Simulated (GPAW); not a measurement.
# Hf (Im-3m) in GPAW: convergence with smearing width (eV)

Aim: find how far smearing width (eV) must go before the results for Hf settle, at PBE. This setting moves, with any that are tied to it; all else stays.

Program: GPAW 26.7.0. These are calculated values, not measurements. Logs are shortened: lines on timing, memory, paths and dates and some standing lists are left out, and cuts for length are marked. The log counts tension as positive stress, the text compression.

### Step 1. Starting point

It takes space group Im-3m (No. 229, cubic). Conventional cell: a = 3.610 Å, b = 3.610 Å, c = 3.610 Å, α = 90.00°, β = 90.00°, γ = 90.00°. Hf (site symmetry m-3m) has 8 Hf at 3.13 Å as nearest neighbours.

This isn't the form of Hf at room conditions, which is hcp.

### Step 2. With smearing width (eV) 0.5

File run.py:

```python
from ase.dft.bandgap import bandgap
from ase.io import read, write
from ase.units import GPa
from gpaw import GPAW, PW

atoms = read('Hf.xyz')

calc = GPAW(mode=PW(600),
            xc='PBE',
            kpts={'size': (10, 10, 10), 'gamma': True},
            occupations={'name': 'marzari-vanderbilt', 'width': 0.5},
            nbands=14,
            convergence={'density': 1e-05, 'energy': 1e-05},
            maxiter=100,
            txt='gpaw.txt')
atoms.calc = calc
energy = atoms.get_potential_energy()
forces = atoms.get_forces()
stress = atoms.get_stress()
calc.write('gs.gpw')
write('result.traj', atoms)
print(f'Energy: {energy:.6f} eV')
print('Forces (eV/A):')
print(forces.round(4))
print('Stress (GPa):', (stress / GPa).round(3))
print('Fermi level:', round(calc.get_fermi_level(), 4), 'eV')
print(f'Gap: {bandgap(calc)[0]:.4f} eV, direct: {bandgap(calc, direct=True)[0]:.4f} eV')
```

File Hf.xyz:

```xyz
1
Lattice="-1.8050000000 1.8050000000 1.8050000000 1.8050000000 -1.8050000000 1.8050000000 1.8050000000 1.8050000000 -1.8050000000" Properties=species:S:1:pos:R:3 pbc="T T T"
Hf     0.0000000000      0.0000000000      0.0000000000
```

Potentials or basis: GPAW PAW data sets (gpaw-data 1.2.1), pw.

Launch:

```bash
$ OMP_NUM_THREADS=1 python run.py
```

gpaw.txt:

```text
__  _  _
 | _ |_)|_||  |
 |__||  | ||/\| - 26.7.0

Input parameters:
  mode=PW(ecut=600.0),
  convergence={'density': 1e-05, 'energy': 1e-05},
  kpts=MonkhorstPack(size=(10, 10, 10), gamma=True),
  maxiter=100,
  nbands=14,
  occupations=Occupations(name='marzari-vanderbilt', width=0.5),
  xc=XC(name='PBE')

Diagonalizing LCAO Hamiltonian
Converting LCAO to pw mode

       Hf

Atoms  # Å, Bohr magnetons
|   | symbol |        x |        y |        z |    initial magnetic moments |
|---|--------|----------|----------|----------|-----------------------------|
| 0 |     Hf | 0.000000 | 0.000000 | 0.000000 | ( 0.0000,  0.0000,  0.0000) |

Unit cell  # Å
| periodic |         x |         y |         z |  lengths |     angles |
|----------|-----------|-----------|-----------|----------|------------|
|      yes | -1.805000 |  1.805000 |  1.805000 | 3.126352 | 109.471221 |
|      yes |  1.805000 | -1.805000 |  1.805000 | 3.126352 | 109.471221 |
|      yes |  1.805000 |  1.805000 | -1.805000 | 3.126352 | 109.471221 |

Number of symmetries: 48
Symmetry operations  # r_c * U_cc + t_c -> r_c
|    | kind |            matrix            |
|----|------|------------------------------|
|  0 |  σ   |  1, 1, 1,  0, 0,-1,  0,-1, 0 |
|  1 |  C4  |  1, 1, 1,  0, 0,-1, -1, 0, 0 |
|  2 |  C2  |  1, 1, 1,  0,-1, 0,  0, 0,-1 |
|  3 |  S6  |  1, 1, 1,  0,-1, 0, -1, 0, 0 |
|  4 |  S6  |  1, 1, 1, -1, 0, 0,  0, 0,-1 |
|  5 |  C4  |  1, 1, 1, -1, 0, 0,  0,-1, 0 |
|  6 |  E   |  1, 0, 0,  0, 1, 0,  0, 0, 1 |
|  7 |  σ   |  1, 0, 0,  0, 1, 0, -1,-1,-1 |
|  8 |  σ   |  1, 0, 0,  0, 0, 1,  0, 1, 0 |
|  9 |  C3  |  1, 0, 0,  0, 0, 1, -1,-1,-1 |
| 10 |  C3  |  1, 0, 0, -1,-1,-1,  0, 1, 0 |
| 11 |  σ   |  1, 0, 0, -1,-1,-1,  0, 0, 1 |
| 12 |  σ   |  0, 1, 0,  1, 0, 0,  0, 0, 1 |
| 13 |  C2  |  0, 1, 0,  1, 0, 0, -1,-1,-1 |
| 14 |  C3  |  0, 1, 0,  0, 0, 1,  1, 0, 0 |
| 15 |  S4  |  0, 1, 0,  0, 0, 1, -1,-1,-1 |
| 16 |  S4  |  0, 1, 0, -1,-1,-1,  1, 0, 0 |
| 17 |  C3  |  0, 1, 0, -1,-1,-1,  0, 0, 1 |
| 18 |  C3  |  0, 0, 1,  1, 0, 0,  0, 1, 0 |
| 19 |  S4  |  0, 0, 1,  1, 0, 0, -1,-1,-1 |
| 20 |  σ   |  0, 0, 1,  0, 1, 0,  1, 0, 0 |
| 21 |  C3  |  0, 0, 1,  0, 1, 0, -1,-1,-1 |
| 22 |  C2  |  0, 0, 1, -1,-1,-1,  1, 0, 0 |
| 23 |  S4  |  0, 0, 1, -1,-1,-1,  0, 1, 0 |
| 24 |  C4  |  0, 0,-1,  1, 1, 1,  0,-1, 0 |
| 25 |  σ   |  0, 0,-1,  1, 1, 1, -1, 0, 0 |
| 26 |  S6  |  0, 0,-1,  0,-1, 0,  1, 1, 1 |
| 27 |  C2  |  0, 0,-1,  0,-1, 0, -1, 0, 0 |
| 28 |  C4  |  0, 0,-1, -1, 0, 0,  1, 1, 1 |
| 29 |  S6  |  0, 0,-1, -1, 0, 0,  0,-1, 0 |
| 30 |  S6  |  0,-1, 0,  1, 1, 1,  0, 0,-1 |
| 31 |  C4  |  0,-1, 0,  1, 1, 1, -1, 0, 0 |
| 32 |  C4  |  0,-1, 0,  0, 0,-1,  1, 1, 1 |
| 33 |  S6  |  0,-1, 0,  0, 0,-1, -1, 0, 0 |
| 34 |  σ   |  0,-1, 0, -1, 0, 0,  1, 1, 1 |
| 35 |  C2  |  0,-1, 0, -1, 0, 0,  0, 0,-1 |
| 36 |  C2  | -1, 0, 0,  1, 1, 1,  0, 0,-1 |
| 37 |  S6  | -1, 0, 0,  1, 1, 1,  0,-1, 0 |
| 38 |  S6  | -1, 0, 0,  0, 0,-1,  1, 1, 1 |
| 39 |  C2  | -1, 0, 0,  0, 0,-1,  0,-1, 0 |
| 40 |  C2  | -1, 0, 0,  0,-1, 0,  1, 1, 1 |
| 41 |  i   | -1, 0, 0,  0,-1, 0,  0, 0,-1 |
| 42 |  S4  | -1,-1,-1,  1, 0, 0,  0, 1, 0 |
| 43 |  C3  | -1,-1,-1,  1, 0, 0,  0, 0, 1 |
| 44 |  C3  | -1,-1,-1,  0, 1, 0,  1, 0, 0 |
| 45 |  σ   | -1,-1,-1,  0, 1, 0,  0, 0, 1 |
| 46 |  S4  | -1,-1,-1,  0, 0, 1,  1, 0, 0 |
| 47 |  C2  | -1,-1,-1,  0, 0, 1,  0, 1, 0 |

BZ-sampling:
  Number of BZ points: 1000
  Number of IBZ points: 47

  Monkhorst-Pack size: [10, 10, 10]
  Monkhorst-Pack shift: [0.05, 0.05, 0.05]

K-points  # in reciprocal-cell coordinates
|     |                                coordinates |     weight |
|-----|--------------------------------------------|------------|
|   0 | (  0.00000000,   0.00000000,   0.00000000) | 0.00100000 |
|   1 | (  0.10000000,   0.00000000,   0.00000000) | 0.01200000 |
|   2 | (  0.10000000,   0.10000000,  -0.10000000) | 0.00600000 |
|   3 | (  0.20000000,   0.00000000,  -0.10000000) | 0.02400000 |
|   4 | (  0.20000000,   0.00000000,   0.00000000) | 0.01200000 |
|   5 | (  0.20000000,   0.10000000,  -0.10000000) | 0.02400000 |
|   6 | (  0.20000000,   0.20000000,  -0.20000000) | 0.00600000 |
|   7 | (  0.30000000,  -0.10000000,  -0.10000000) | 0.00800000 |
|   8 | (  0.30000000,   0.00000000,  -0.10000000) | 0.04800000 |
|   9 | (  0.30000000,   0.00000000,   0.00000000) | 0.01200000 |
| ... |                                            |            |
|  46 | (  0.50000000,   0.50000000,   0.50000000) | 0.00100000 |

Plane wave coefficients: 802
Cutoff: 600.0 eV

Spin-components: 1 (collinear spins)
Bands:           14
Projectors:      6
Spin-degeneracy: 2
Datatype:        complex128

Parallelization:
  kpt:    1
  domain: 1
  band:   1

Density:
  Valence electrons: 12.0
  Components: 1
  Grid points: [18 18 18]
  Charge: 0.0  # |e|

Potential:
  Grid points: [18 18 18]

species:
  Hf:
    name:    Hafnium
    Z:       72.0
    valence: 12
    core:    60
    charge:  0.0  # [|e|]
    compensation charges:
      type: gauss
      rc: 0.41  # [Å]
      lmax: 2
    cutoffs:
      filter: 2.36  # [Å]
      core: 4.02  # [Å]
    projectors
    | kind |    occ | energy [eV] | rcut [Å] |
    |------|--------|-------------|----------|
    |   5s |  2.000 |     -66.831 |    1.397 |
    |   6s |  2.000 |      -5.097 |    1.397 |
    |   5p |  6.000 |     -35.599 |    1.307 |
    |   6p |  0.000 |      -1.401 |    1.307 |
    |   5d |  2.000 |      -2.699 |    1.334 |
    |    d |        |      24.513 |    1.334 |

    Using partial waves for Hf as LCAO basis

Reference energy: -409886.115275  # eV

eigensolver:
  PPCG
  Converge bands: occupied
  niter=2

density mixing:
  MSR1-Mixer
  Pratt-step length: 0.05
  Maximum mixing coefficient: 0.75
  Old densities: 10
  SVD Regularization: 0.005
  Good broyden scale: 1.0
  Trust region scale: 1.0
  Backstep threshold: 4.0
  History deletion threshold: 6.0
  Fourier metric: weight=20.0, sigma=0.015

occupation numbers:
  Marzari-Vanderbilt:
    width: 0.5000  # eV

poisson solver:
  ecut: 4800.0  # eV

xc functional:
[... 9 lines left out ...]
|iter     | |      energy | eigst |  dens |
|---------|-|-------------|-------|-------|
|iter:   1| |   -7.423454 | -0.29 |       |
|iter:   2| |   -7.405104 | -3.04 | -1.28 |
|iter:   3| |   -7.315062 | -1.92 | -1.31 |
|iter:   4| |   -7.319348 | -3.24 | -1.94 |
|iter:   5| |   -7.320496 | -4.42 | -2.35 |
|iter:   6| |   -7.320500 | -6.31 | -3.66 |
|iter:   7| |   -7.320500c| -7.31 | -4.15 |
|iter:   8| |   -7.320500c| -9.06c| -5.50c|

Converged in 8 steps
Energy contributions relative to reference atoms: (reference = -409886.115275)

Energy contributions:
  Kinetic:           3.034379
  Coulomb:          -3.220579
  Zero:             -0.495984
  External:          0.000000
  Xc:               -6.602747
  Entropy:          -0.035570
  Spinorbit:         0.000000
  ----------------------------
  Free energy:      -7.320500
  Extrapolated:     -7.320500

dipole moment: (-6.556209, -6.556209, -6.556209)  # |e|*Ang

Fermi level: 9.067
Eigenvalues  # (at kpt = [0.000, 0.000, 0.000])
| band index |      eig [eV] | occ [0-2] |
|------------|---------------|-----------|
|          0 |       -52.526 |     2.000 |
|          1 |       -21.022 |     2.000 |
|          2 |       -21.022 |     2.000 |
|          3 |       -21.022 |     2.000 |
|          4 |         2.206 |     2.000 |
|          5 |        10.536 |     0.000 |
|          6 |        10.536 |     0.000 |
|          7 |        10.536 |     0.000 |
|          8 |        13.155 |     0.000 |
|          9 |        13.155 |     0.000 |
|         10 |        22.251 |     0.000 |
|         11 |        22.251 |     0.000 |
|         12 |        22.254 |     0.000 |
|         13 |        31.087 |     0.000 |

No gap
No difference between direct/indirect transitions

Forces  # eV/Ang
|        x |       y |       z |
|----------|---------|---------|
| -0.00000 | 0.00000 | 0.00000 |  # Hf   0

Stress tensor  # eV/Ang^3
|         x |         y |         z |
|-----------|-----------|-----------|
|  0.027191 | -0.000000 | -0.000000 |
| -0.000000 |  0.027191 | -0.000000 |
| -0.000000 | -0.000000 |  0.027191 |

# Writing to gs.gpw (mode='')
```

stdout:

```text
Energy: -7.320500 eV
Forces (eV/A):
[[-0.  0.  0.]]
Stress (GPa): [ 4.357  4.357  4.357 -0.    -0.    -0.   ]
Fermi level: 9.0672 eV
Gap: 0.0000 eV, direct: 0.0000 eV
```

Wall time 7.4 s (1 thread of Intel Xeon Platinum 8559C (Emerald Rapids), shared host); peak memory 0.14 GiB.

Results:

```
Free energy            : -7.3205 eV
Pressure               : -4.4 GPa
Band gap on the k mesh : none (metal or under the smearing width)
```

### Step 3. With smearing width (eV) 0.3

Edit run.py of step 2 so:

```diff
@@ -10,3 +10,3 @@
             kpts={'size': (10, 10, 10), 'gamma': True},
-            occupations={'name': 'marzari-vanderbilt', 'width': 0.5},
+            occupations={'name': 'marzari-vanderbilt', 'width': 0.3},
             nbands=14,
```

Hf.xyz is that of step 2.

Potentials or basis: GPAW PAW data sets (gpaw-data 1.2.1), pw.

Launch:

```bash
$ OMP_NUM_THREADS=1 python run.py
```

It took 7.3 s on 1 thread of Intel Xeon Platinum 8559C (Emerald Rapids), shared host; peak memory 0.14 GiB.

What came out:

| Property | Result |
| --- | --- |
| Free energy | -7.3156 eV |
| Pressure | -4.7 GPa |
| Band gap on the k mesh | none (metal or under the smearing width) |

### Step 4. With smearing width (eV) 0.2

Edit run.py of step 3 so:

```diff
@@ -10,3 +10,3 @@
             kpts={'size': (10, 10, 10), 'gamma': True},
-            occupations={'name': 'marzari-vanderbilt', 'width': 0.3},
+            occupations={'name': 'marzari-vanderbilt', 'width': 0.2},
             nbands=14,
```

Hf.xyz is that of step 3.

Launch:

```bash
$ OMP_NUM_THREADS=1 python run.py
```

Run time: 7.4 s. Hardware: 1 thread of Intel Xeon Platinum 8559C (Emerald Rapids), shared host; peak memory 0.13 GiB.

Results (log left out):

```
Free energy            : -7.3178 eV
Pressure               : -4.7 GPa
Band gap on the k mesh : none (metal or under the smearing width)
```

### Step 5. With smearing width (eV) 0.15

Edit run.py of step 4 so:

```diff
@@ -10,3 +10,3 @@
             kpts={'size': (10, 10, 10), 'gamma': True},
-            occupations={'name': 'marzari-vanderbilt', 'width': 0.2},
+            occupations={'name': 'marzari-vanderbilt', 'width': 0.15},
             nbands=14,
```

Hf.xyz is that of step 4.

Launch:

```bash
$ OMP_NUM_THREADS=1 python run.py
```

Wall time 7.4 s (1 thread of Intel Xeon Platinum 8559C (Emerald Rapids), shared host); peak memory 0.14 GiB.

It converged, with:

- Free energy: -7.3191 eV
- Pressure: -4.7 GPa
- Band gap on the k mesh: none (metal or under the smearing width)

### Step 6. With smearing width (eV) 0.1

Edit run.py of step 5 so:

```diff
@@ -10,3 +10,3 @@
             kpts={'size': (10, 10, 10), 'gamma': True},
-            occupations={'name': 'marzari-vanderbilt', 'width': 0.15},
+            occupations={'name': 'marzari-vanderbilt', 'width': 0.1},
             nbands=14,
```

Hf.xyz is that of step 5.

Potentials or basis: GPAW PAW data sets (gpaw-data 1.2.1), pw.

Launch:

```bash
$ OMP_NUM_THREADS=1 python run.py
```

It took 7.2 s on 1 thread of Intel Xeon Platinum 8559C (Emerald Rapids), shared host; peak memory 0.14 GiB.

It converged, with:

```
Free energy            : -7.3200 eV
Pressure               : -4.9 GPa
Band gap on the k mesh : none (metal or under the smearing width)
```

### Step 7. With smearing width (eV) 0.05

Edit run.py of step 6 so:

```diff
@@ -10,3 +10,3 @@
             kpts={'size': (10, 10, 10), 'gamma': True},
-            occupations={'name': 'marzari-vanderbilt', 'width': 0.1},
+            occupations={'name': 'marzari-vanderbilt', 'width': 0.05},
             nbands=14,
```

Hf.xyz is that of step 6.

Launch:

```bash
$ OMP_NUM_THREADS=1 python run.py
```

It took 7.6 s on 1 thread of Intel Xeon Platinum 8559C (Emerald Rapids), shared host; peak memory 0.14 GiB.

Results (log left out):

```
Free energy            : -7.3204 eV
Pressure               : -4.8 GPa
Band gap on the k mesh : none (metal or under the smearing width)
```

### Step 8. With smearing width (eV) 0.025

Edit run.py of step 7 so:

```diff
@@ -10,3 +10,3 @@
             kpts={'size': (10, 10, 10), 'gamma': True},
-            occupations={'name': 'marzari-vanderbilt', 'width': 0.05},
+            occupations={'name': 'marzari-vanderbilt', 'width': 0.025},
             nbands=14,
```

Hf.xyz is that of step 7.

Launch:

```bash
$ OMP_NUM_THREADS=1 python run.py
```

Run time: 7.5 s. Hardware: 1 thread of Intel Xeon Platinum 8559C (Emerald Rapids), shared host; peak memory 0.14 GiB.

The run converged. Its results:

```yaml
Free_energy: -7.3202 eV
Pressure: -4.8 GPa
Band_gap_on_the_k_mesh: none (metal or under the smearing width)
```

### Step 9. With smearing width (eV) 0.01

Edit run.py of step 8 so:

```diff
@@ -10,3 +10,3 @@
             kpts={'size': (10, 10, 10), 'gamma': True},
-            occupations={'name': 'marzari-vanderbilt', 'width': 0.025},
+            occupations={'name': 'marzari-vanderbilt', 'width': 0.01},
             nbands=14,
```

Hf.xyz is that of step 8.

Potentials or basis: GPAW PAW data sets (gpaw-data 1.2.1), pw.

Launch:

```bash
$ OMP_NUM_THREADS=1 python run.py
```

Run time: 7.7 s. Hardware: 1 thread of Intel Xeon Platinum 8559C (Emerald Rapids), shared host; peak memory 0.14 GiB.

Results (log left out):

| Quantity | Value |
| --- | --- |
| Free energy | -7.3200 eV |
| Pressure | -4.8 GPa |
| Band gap on the k mesh | none (metal or under the smearing width) |

### Step 10. Result

```tsv
smearing width (eV)	energy less the tightest run, at zero smearing (meV/atom)	pressure (GPa)	SCF cycles	CPU time (s)	peak memory (GiB)
0.5	-0.54	-4.36	8	7.4	0.14
0.3	4.40	-4.65	8	7.3	0.14
0.2	2.15	-4.69	8	7.4	0.13
0.15	0.89	-4.74	8	7.4	0.14
0.1	-0.01	-4.89	8	7.2	0.14
0.05	-0.41	-4.77	8	7.5	0.14
0.025	-0.20	-4.77	8	7.5	0.14
0.01	0.00	-4.78	8	7.7	0.14
```

Against the tightest run, the energy stays within 1 meV/atom from 0.15 on; the pressure stays within 0.1 GPa from 0.05 on. Narrower smearing needs a denser k mesh, so at a fixed mesh the narrowest width isn't the most accurate. The tightest run that finished is the yardstick and may itself not be fully converged.

Caveats: this smearing can pin the Fermi level at a band edge.
